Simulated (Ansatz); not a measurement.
CaSe in the zincblende structure (r2SCAN geometry), in Ansatz:

```cif
data_structure
_symmetry_space_group_name_H-M 'P 1'
_symmetry_Int_Tables_number 1
_cell_length_a 4.6380
_cell_length_b 4.6380
_cell_length_c 4.6380
_cell_angle_alpha 60.000
_cell_angle_beta 60.000
_cell_angle_gamma 60.000
_cell_volume 70.55
loop_
_atom_site_label
_atom_site_type_symbol
_atom_site_fract_x
_atom_site_fract_y
_atom_site_fract_z
_atom_site_occupancy
Ca1 Ca 0.00000 0.00000 0.00000 1
Se1 Se 0.25000 0.25000 0.25000 1
```

G0W0@PBE with 265 empty bands, a screening cutoff of 140 eV and a 4×4×4 mesh (PAW, contour deformation) gives 4.550 eV over the mesh points, from a PBE gap of 3.203 eV; it sums over 278 bands with 283 plane waves in the screening and a wave cutoff of 420 eV. No extrapolation in bands, cutoff or mesh was made for G0W0. All values are calculated for a non-magnetic cell, which may be hypothetical.

**Question.** Another run gave a Kohn-Sham gap of 3.203 eV and a G0W0 gap of 4.597 eV, summing over 500 bands with 531 plane waves in the screening and a wave cutoff of 420 eV. What was changed?

**Answer.** Empty bands 487, screening cutoff 210 eV. The counts of bands and plane waves show that both rose or fell; the cutoff follows only within a few eV.

**Question.** Estimate the gap with starting point HSE06.

**Answer.** 5.063 eV (+0.513 eV), from a Kohn-Sham gap of 4.090 eV.

The runs are scalar-relativistic, without spin-orbit coupling.
